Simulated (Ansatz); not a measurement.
Runs of Ansatz 0.2.0 on ZnS (Wurtzite-2H). It takes space group P6_3mc (No. 186, hexagonal). Conventional cell: a = 3.811 Å, b = 3.811 Å, c = 6.234 Å, α = 90.00°, β = 90.00°, γ = 120.00°. Zn (site symmetry 3m) has 4 S at 2.31 to 2.40 Å as nearest neighbours. Around S (site symmetry 3m) lie 4 Zn at 2.31 to 2.40 Å. 

```tsv
task	level	cell	k mesh	smearing	points for each segment of the path	atoms under strain	gap on the mesh (eV)	pressure (GPa)	relaxed volume (Å³/atom)	largest force (eV/Å)
single point	PBE	as given	8 × 8 × 5	gaussian 0.028 eV	-	-	2.25	2.3	-	0.32
relaxation of cell and atoms	revPBE+D4	relaxed	8 × 8 × 5	fermi-dirac 0.05 eV	-	-	2.41	0.0	19.24	-
band structure	BLYP	as given	8 × 8 × 5	fermi-dirac 0.05 eV	14	-	2.23	6.2	-	0.34
relaxation of cell and atoms	RPBE+D4	relaxed	8 × 8 × 5	fermi-dirac 0.05 eV	-	-	2.45	0.0	19.29	-
relaxation of cell and atoms	revPBE	relaxed	8 × 8 × 5	fermi-dirac 0.05 eV	-	-	2.09	0.0	(a)	-
relaxation of cell and atoms	PBE+D4	relaxed	8 × 8 × 5	fermi-dirac 0.05 eV	-	-	2.24	0.0	19.45	-
band structure	revPBE	as given	8 × 8 × 5	fermi-dirac 0.05 eV	14	-	2.38	4.2	-	0.32
relaxation of cell and atoms	RPBE+D3(BJ)	relaxed	8 × 8 × 5	fermi-dirac 0.05 eV	-	-	2.74	0.0	(b)	-
band structure	RPBE	as given	8 × 8 × 5	fermi-dirac 0.05 eV	14	-	2.42	4.9	-	0.33
relaxation of cell and atoms	PBE+D3(BJ)	relaxed	8 × 8 × 5	fermi-dirac 0.05 eV	-	-	2.24	0.0	19.43	-
elastic constants	LDA	as given	6 × 6 × 4	fixed	-	relaxed	1.96	-4.1	-	-
relaxation of cell and atoms	PBEsol+D4	relaxed	8 × 8 × 5	fermi-dirac 0.05 eV	-	-	2.23	0.0	18.88	-
```

Alike in all rows: potentials or basis Ansatz PAW; no spin polarisation; cutoff (eV) 420.

Question: Fill in the values left out.

Answer: (a) 20.74; (b) 18.13.

Caveats: the PAW data sets come from PBE, with cores solved anew for the run's functional, which leaves a small shift of forces and pressure (some runs); odd divisions of the mesh miss points on the zone boundary, where band edges often lie, so the gap on the mesh can be too wide (some runs); the plane-wave basis is chosen anew once the cell has moved, so the energies of steps on either side of that aren't comparable (some runs); the cell is more than 3 GPa from zero pressure, which shifts response properties (some runs).

A k mesh can miss the band edges.
